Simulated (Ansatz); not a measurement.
**Worked example: C4H9ClO + C4H9 → C4H9O + C4H9Cl**

Species: C4H9ClO (2-chloroethyl ethyl ether) `CCOCCCl`, singlet; C4H9 (1-butyl radical) `[CH2]CCC`, doublet; C4H9O `[CH2]COCC`, doublet; C4H9Cl (1-chlorobutane) `CCCCCl`, singlet. A radical takes Cl: the energy is the difference in strength between two C–Cl bonds in different surroundings.

Shapes, held fixed at every level: PBE0-D4/def2-TZVP. Flexible molecules stand in one conformer, not always the lowest. Programs: Ansatz 0.2.0. Electronic energies: no zero-point or thermal term.

At MP2/def2-TZVPP; 1 Eh = 2625.50 kJ/mol:

| species | energy (Eh) |
| --- | --- |
| C4H9ClO | -692.289209 |
| C4H9 | -157.404244 |
| C4H9O | -232.505959 |
| C4H9Cl | -617.185759 |

Problem. Work out ΔE of the reaction at this level.

Solution. 
1. Products less reactants: (-232.505959) + (-617.185759) − [(-692.289209) + (-157.404244)] = 0.001735 Eh = +4.6 kJ/mol.

Other levels give +2.0 (PBE-D4/def2-TZVPP) to +10.6 kJ/mol (HF/def2-TZVPP). No measured value is set beside it here. Open shells run unrestricted unless RO is named.
